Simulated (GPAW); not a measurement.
# How MgO (Periclase) absorbs and reflects light

Aim: the dielectric function of MgO (Periclase), and the optical constants that follow from it. The cell comes from an older database entry, whose edges can differ from later determinations, mostly by under a per cent.

Method: DFT, PBE, plane-wave PAW (GPAW data sets), scalar-relativistic, RPA, optical limit, in GPAW 26.7.0.

Report form: the programs' logs are mostly left out.

The database entry behind the starting cell differs from later determinations by our own check (about 0.1 % long), so it need not match the best structure at ambient conditions.

### Step 1. The structure

It takes space group Fm-3m (No. 225, cubic). Conventional cell: a = 4.217 Å, b = 4.217 Å, c = 4.217 Å, α = 90.00°, β = 90.00°, γ = 90.00°. Nearest to Mg lie 6 O at 2.11 Å. Nearest to O lie 6 Mg at 2.11 Å. Farther neighbours and most contacts between anions are not listed.

Structure file:

```cif
data_structure
_symmetry_space_group_name_H-M 'Fm-3m'
_symmetry_Int_Tables_number 225
_cell_length_a 4.2170
_cell_length_b 4.2170
_cell_length_c 4.2170
_cell_angle_alpha 90.000
_cell_angle_beta 90.000
_cell_angle_gamma 90.000
_cell_volume 74.99
loop_
_atom_site_label
_atom_site_type_symbol
_atom_site_symmetry_multiplicity
_atom_site_Wyckoff_symbol
_atom_site_fract_x
_atom_site_fract_y
_atom_site_fract_z
_atom_site_occupancy
Mg1 Mg 4 a 0.00000 0.00000 0.00000 1
O1 O 4 b 0.50000 0.00000 0.00000 1
```

### Step 2. Ground state

First the ground state: is it a metal or has it a gap?

This step: DFT, PBE, plane-wave PAW (GPAW data sets), scalar-relativistic, ground state (GPAW 26.7.0).

Input file gs.py:

```python
from ase import Atoms
from ase.dft.bandgap import bandgap
from gpaw import GPAW, PW, FermiDirac

atoms = Atoms(['Mg', 'O'],
              cell=[[0.000000000000, 2.108500000000, 2.108500000000],
                    [2.108500000000, 0.000000000000, 2.108500000000],
                    [2.108500000000, 2.108500000000, 0.000000000000]],
              scaled_positions=[[0.000000000000, 0.000000000000, 0.000000000000],
                                [0.500000000000, 0.500000000000, 0.500000000000]],
              pbc=[True, True, True])
atoms.calc = GPAW(mode=PW(500), xc='PBE', kpts={'size': (9, 9, 9), 'gamma': True},
                  occupations=FermiDirac(0.05), maxiter=150, txt='gs.txt')
print('energy (eV)', atoms.get_potential_energy())
print('Fermi level (eV)', atoms.calc.get_fermi_level())
print('valence electrons', atoms.calc.get_number_of_electrons())
print('gap (eV)', bandgap(atoms.calc, output=None)[0])
print('direct gap (eV)', bandgap(atoms.calc, direct=True, output=None)[0])
atoms.calc.write('gs.gpw')
```

Command:

```
$ OMP_NUM_THREADS=1 python gs.py
```

The job ended after 4.4 s (1 thread of Intel Xeon Platinum 8375C at 2.90GHz (Ice Lake), shared host; peak memory 0.13 GiB).

Read-outs, printed or worked out from the files:

- energy: -11.78 eV
- Fermi energy: 5.770 eV
- gap on the k-mesh: 4.742 eV
- direct gap on the mesh: 4.742 eV
- electrons: 16

There is a gap, 4.74 eV on this mesh (points off the mesh can give less), so no carriers' term is needed.

### Step 3. Bands for the response

At the fixed density, many empty bands are solved on the mesh of the response, since the spectrum sums over them.

This step: DFT, PBE, plane-wave PAW (GPAW data sets), scalar-relativistic, bands at fixed density (GPAW 26.7.0).

Input file nscf.py:

```python
from ase.dft.bandgap import bandgap
from gpaw import GPAW, FermiDirac

calc = GPAW('gs.gpw').fixed_density(kpts={'size': (14, 14, 14), 'gamma': True}, nbands=26, convergence={'bands': 20},
                                    occupations=FermiDirac(0.001), txt='nscf.txt')
print('gap (eV)', bandgap(calc, output=None)[0])
print('direct gap (eV)', bandgap(calc, direct=True, output=None)[0])
print('top band over the Fermi level (eV)', min(calc.get_eigenvalues(kpt=k)[19] for k in range(len(calc.get_ibz_k_points()))) - calc.get_fermi_level())
calc.write('full.gpw', mode='all')
```

Command:

```
$ OMP_NUM_THREADS=1 python nscf.py
```

Elapsed: 14 s, on 1 thread; peak memory 0.16 GiB.

### Step 4. Dielectric function, RPA

Local fields let the induced charge screen the field inside the cell, which as a rule lowers ε, most along directions where the density is uneven.

This step: DFT, PBE, plane-wave PAW (GPAW data sets), scalar-relativistic, RPA, optical limit (GPAW 26.7.0).

Input file df.py:

```python
from gpaw.response.df import DielectricFunction

df = DielectricFunction('full.gpw', frequencies={'type': 'nonlinear', 'domega0': 0.03, 'omega2': 8},
                        ecut=50,
                        eta=0.15,
                        nbands=20,
                        txt='df.txt')
for direction in ['x', 'z']:
    df.get_dielectric_function(xc='RPA', direction=direction, filename=f'df_{direction}.csv')
```

Command:

```
$ OMP_NUM_THREADS=1 python df.py
```

It took 4.4 s on 1 thread; peak memory 0.2 GiB.

Read-outs, printed or worked out from the files:

- electronic dielectric constant ε∞, mean over x, y and z (by symmetry where fewer were run): 3.038
- main peak of Im epsilon, first axis: 11.04 eV

The Im ε, E ∥ x or z has structure finer than the step of the table below, so its rows give means over 0.25 eV, whole bins alone (the curve runs from 0 to 14.0 eV). Peaks (eV: height): 5.969: 1.33, 6.875: 1.59, 8.895: 3.54, 10.165: 3.16, 11.029: 4.61.

Values under the direct gap are tails of Lorentzian lines. Im ε, E ∥ x or z against photon energy; means over each step:

| photon energy (eV) | Im ε, E ∥ x or z |
| --- | --- |
| 0.25 | 0.00153 |
| 0.50 | 0.00307 |
| 0.75 | 0.00466 |
| 1.00 | 0.00631 |
| 1.25 | 0.00803 |
| 1.50 | 0.00988 |
| 1.75 | 0.0119 |
| 2.00 | 0.0141 |
| 2.25 | 0.0165 |
| 2.50 | 0.0193 |
| 2.75 | 0.0225 |
| 3.00 | 0.0264 |
| 3.25 | 0.0311 |
| 3.50 | 0.0371 |
| 3.75 | 0.0453 |
| 4.00 | 0.0573 |
| 4.25 | 0.0782 |
| 4.50 | 0.130 |
| 4.75 | 0.257 |
| 5.00 | 0.523 |
| 5.25 | 0.693 |
| 5.50 | 0.730 |
| 5.75 | 0.921 |
| 6.00 | 1.17 |
| 6.25 | 0.767 |
| 6.50 | 1.13 |
| 6.75 | 1.46 |
| 7.00 | 1.36 |
| 7.25 | 1.19 |
| 7.50 | 1.56 |
| 7.75 | 1.82 |
| 8.00 | 1.85 |
| 8.25 | 2.38 |
| 8.50 | 2.88 |
| 8.75 | 3.10 |
| 9.00 | 3.31 |
| 9.25 | 2.94 |
| 9.50 | 2.92 |
| 9.75 | 2.63 |
| 10.00 | 2.80 |
| 10.25 | 2.97 |
| 10.50 | 2.58 |
| 10.75 | 3.48 |
| 11.00 | 4.49 |
| 11.25 | 4.06 |
| 11.50 | 3.38 |
| 11.75 | 2.80 |
| 12.00 | 2.71 |
| 12.25 | 2.61 |
| 12.50 | 2.36 |
| 12.75 | 2.15 |
| 13.00 | 2.17 |
| 13.25 | 1.94 |
| 13.50 | 1.68 |
| 13.75 | 1.72 |

The Re ε, E ∥ x or z by photon energy:

| photon energy (eV) | Re ε, E ∥ x or z |
| --- | --- |
| 0.0 | 3.04 |
| 0.5 | 3.04 |
| 1.0 | 3.06 |
| 1.5 | 3.09 |
| 2.0 | 3.12 |
| 2.5 | 3.18 |
| 3.0 | 3.25 |
| 3.5 | 3.36 |
| 4.0 | 3.51 |
| 4.5 | 3.76 |
| 5.0 | 4.10 |
| 5.5 | 4.00 |
| 6.0 | 3.66 |
| 6.5 | 4.17 |
| 7.0 | 3.54 |
| 7.5 | 4.13 |
| 8.0 | 4.07 |
| 8.5 | 3.81 |
| 9.0 | 2.86 |
| 9.5 | 2.54 |
| 10.0 | 3.00 |
| 10.5 | 2.74 |
| 11.0 | 2.30 |
| 11.5 | 0.737 |
| 12.0 | 0.967 |
| 12.5 | 0.698 |
| 13.0 | 0.895 |
| 13.5 | 0.984 |

The refractive index n and extinction k by photon energy:

| photon energy (eV) | n | k |
| --- | --- | --- |
| 0.0 | 1.74 | 0 |
| 0.5 | 1.74 | 8.8e-4 |
| 1.0 | 1.75 | 0.00180 |
| 1.5 | 1.76 | 0.00281 |
| 2.0 | 1.77 | 0.00398 |
| 2.5 | 1.78 | 0.00541 |
| 3.0 | 1.80 | 0.00730 |
| 3.5 | 1.83 | 0.0101 |
| 4.0 | 1.87 | 0.0152 |
| 4.5 | 1.94 | 0.0321 |
| 5.0 | 2.03 | 0.129 |
| 5.5 | 2.01 | 0.178 |
| 6.0 | 1.94 | 0.329 |
| 6.5 | 2.06 | 0.280 |
| 7.0 | 1.92 | 0.365 |
| 7.5 | 2.07 | 0.372 |
| 8.0 | 2.06 | 0.436 |
| 8.5 | 2.08 | 0.713 |
| 9.0 | 1.91 | 0.887 |
| 9.5 | 1.79 | 0.809 |
| 10.0 | 1.88 | 0.739 |
| 10.5 | 1.79 | 0.691 |
| 11.0 | 1.93 | 1.19 |
| 11.5 | 1.45 | 1.17 |
| 12.0 | 1.39 | 0.982 |
| 12.5 | 1.26 | 0.941 |
| 13.0 | 1.28 | 0.859 |
| 13.5 | 1.21 | 0.689 |

The loss function −Im 1/ε at q → 0, E ∥ x or z has structure finer than the step of the table below, so its rows give means over 0.5 eV, whole bins alone (the curve runs from 0 to 14.0 eV). Peaks (eV: height): 10.31: 0.207, 13.34: 0.482.

Values under the direct gap are tails of Lorentzian lines. The loss function −Im 1/ε at q → 0, E ∥ x or z by energy loss; means over each step:

| energy loss (eV) | loss function −Im 1/ε at q → 0, E ∥ x or z |
| --- | --- |
| 0.5 | 3.3e-4 |
| 1.0 | 6.7e-4 |
| 1.5 | 0.00104 |
| 2.0 | 0.00144 |
| 2.5 | 0.00191 |
| 3.0 | 0.00249 |
| 3.5 | 0.00330 |
| 4.0 | 0.00470 |
| 4.5 | 0.00982 |
| 5.0 | 0.0315 |
| 5.5 | 0.0462 |
| 6.0 | 0.0659 |
| 6.5 | 0.0611 |
| 7.0 | 0.0826 |
| 7.5 | 0.0778 |
| 8.0 | 0.0901 |
| 8.5 | 0.117 |
| 9.0 | 0.161 |
| 9.5 | 0.187 |
| 10.0 | 0.180 |
| 10.5 | 0.178 |
| 11.0 | 0.179 |
| 11.5 | 0.286 |
| 12.0 | 0.335 |
| 12.5 | 0.387 |
| 13.0 | 0.408 |
| 13.5 | 0.441 |

The reflectivity at normal incidence, E ∥ x or z has structure finer than the step of the table below, so its rows give means over 0.25 eV, whole bins alone (the curve runs from 0 to 14.0 eV). Peaks (eV: height): 5.918: 12.4, 6.656: 12.9, 8.895: 18.3, 10.165: 16.4, 11.177: 23.8.

Table of reflectivity at normal incidence, E ∥ x or z by photon energy; means over each step:

photon energy (eV), reflectivity at normal incidence, E ∥ x or z (%) and a bar from the least value:
```
     0.25        7.3 
     0.50        7.4 
     0.75        7.4 
     1.00        7.4 
     1.25        7.5 
     1.50        7.5 
     1.75        7.6 #
     2.00        7.7 #
     2.25        7.8 #
     2.50        7.9 #
     2.75        8.1 #
     3.00        8.2 ##
     3.25        8.4 ##
     3.50        8.6 ##
     3.75        8.9 ###
     4.00        9.2 ####
     4.25        9.7 ####
     4.50       10.2 ######
     4.75       10.9 #######
     5.00       11.6 ########
     5.25       11.1 #######
     5.50       11.5 ########
     5.75       11.9 #########
     6.00       11.3 ########
     6.25       11.0 #######
     6.50       12.7 ##########
     6.75       12.8 ##########
     7.00       11.5 ########
     7.25       12.4 ##########
     7.50       13.5 ############
     7.75       14.1 #############
     8.00       14.1 #############
     8.25       16.2 #################
     8.50       16.6 ##################
     8.75       17.3 ###################
     9.00       17.1 ###################
     9.25       15.6 ################
     9.50       15.3 ###############
     9.75       13.9 #############
    10.00       15.0 ##############
    10.25       15.5 ################
    10.50       13.9 #############
    10.75       18.1 ####################
    11.00       22.6 #############################
    11.25       23.1 ##############################
    11.50       21.3 ##########################
    11.75       18.2 #####################
    12.00       16.8 ##################
    12.25       16.9 ##################
    12.50       15.8 ################
    12.75       13.8 ############
    13.00       13.8 ############
    13.25       13.1 ###########
    13.50        9.9 #####
    13.75        9.3 ####
```

From ε follow the optical constants at some laser and lamp lines:

| wavelength (nm) | n | k | R (%) | 1/α |
| --- | --- | --- | --- | --- |
| 1064 | 1.75 | 0.002 | 7.5 | 40 µm |
| 800 | 1.76 | 0.003 | 7.5 | 22 µm |
| 633 | 1.77 | 0.004 | 7.7 | 13 µm |
| 450 | 1.79 | 0.006 | 8.1 | 5.7 µm |
| 405 | 1.81 | 0.008 | 8.3 | 4.3 µm |
| 365 | 1.83 | 0.009 | 8.5 | 3.1 µm |
| 193 | 2.06 | 0.239 | 12.5 | 64 nm |

Below the direct gap, k and the depth come from the tails of the Lorentzian lines, not from transitions.

Rows near the edge hang on the gap, which this functional as a rule makes too small, and phonon-assisted absorption is left out.

### Step 5. Results

```json
{
  "electronic dielectric constant ε∞, mean over x, y and z (by symmetry where fewer were run) (RPA)": "3.04",
  "main peak of Im epsilon, first axis": "11.0 eV"
}
```

What this shows: At this level (PBE, RPA) MgO has ε∞ = 3.04 and n = 1.75 at 1550 nm, and Im ε peaks at 11.0 eV. On the mesh the gap is 4.74 eV and the least direct gap 4.74 eV. Local fields change the static value along x from 3.17 to 3.04 (-4 %). Distinct maxima of Im ε, read by a parabola through the highest points, lie at 8.91 eV (3.5), 9.37 eV (3.1), 10.16 eV (3.2) and 11.04 eV (4.6). Excitons and phonon-assisted transitions are missing; PBE gaps are as a rule too small, which pulls the onset down and ε∞ up. The sum runs over mesh points, so small or evenly spaced maxima can still be ripples of the mesh. In this version of GPAW the matrix elements of the optical limit are incomplete, which can lower ε − 1 by up to a tenth where first-row anions or d states rule, and shift it by more in d metals.

[Machine, clock and banner lines and Python warnings are left out of the logs.]

[Logs are printed without paths, hosts, clocks, repeated set-up lines and the standing remarks that a program may print on its own settings, such as how far it seeks lower states.]

[Hosts, paths, dates, database ids (printed as entryN), source tags and the programs' standing remarks are cut or masked in the printed files.]
